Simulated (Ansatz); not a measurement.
Crystal: Cu.

```
Cu
1.0
    -1.44279    1.44279    1.37608
     1.44279   -1.44279    1.37608
     1.44279    1.44279   -1.37608
Cu
1
Direct
  0.00000 0.00000 0.00000
```

This isn't the form of Cu at room conditions, which is fcc.

Base run:

```yaml
Program: Ansatz 0.2.0
Functional: PBEsol
Potentials_or_basis: all-electron LAPW, non-relativistic
Cutoff: 322 eV (chosen from the basis error)
Basis_error_allowed: 0.001 eV/atom
k_mesh: 13 × 13 × 13
Occupations: fermi-dirac, width 0.05 eV
Spin: no spin polarisation
```

Its results: pressure 3.1 GPa.

Problem. The run is repeated on the same cell with these changes: potentials or basis from all-electron LAPW, non-relativistic to all-electron PAW datasets made for the crystal. What comes out?

Solution. Pressure -1.4 GPa.

The runs don't all hold the same shells in valence.
